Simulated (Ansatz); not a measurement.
TePb under changes of volume

One of the cells (33.730 Å³/atom); the others are scaled copies at fixed shape and fractional positions:

```xyz
2
Lattice="0.0000 3.2310 3.2310 3.2310 0.0000 3.2310 3.2310 3.2310 0.0000" Properties=species:S:1:pos:R:3 pbc="T T T"
Pb    0.0000    0.0000    0.0000
Te    3.2310    3.2310    3.2310
```

- Program: Ansatz 0.2.0
- Functional: PBEsol
- Potentials or basis: Ansatz PAW
- Cutoff: 420 eV (not typed: the program's choice for these potentials)
- k mesh: 7 × 7 × 7
- Occupations: fermi-dirac, width 0.05 eV
- Spin: spin-orbit coupling, no magnetisation

```csv
volume (Å³/atom),energy over the lowest point (meV/atom),pressure (GPa)
31.706,9.79,2.2
32.380,2.78,1.1
33.055,0.00,0.2
33.730,?,?
34.404,5.37,-1.4
35.079,12.77,-2.1
35.753,22.88,-2.7
```

Problem. What does the run at 33.730 Å³/atom give?

Solution. Energy over the lowest point 0.99 meV/atom; pressure -0.7 GPa.

Worked out: A Birch-Murnaghan fit of order 3 (a polynomial in V^(-2/3)) to the other rows has its minimum at 33.20 Å³/atom with B0 = V·E''(V) = 43 GPa and B' = 4.5. It gives 0.99 meV/atom at 33.730 Å³/atom, against the run's 0.99, and -dE/dV = -0.7 GPa, against -0.7.

Energies are extrapolated to zero smearing.

Caveats: the PAW data sets come from PBE, with cores solved anew for the run's functional, which leaves a small shift of forces and pressure.
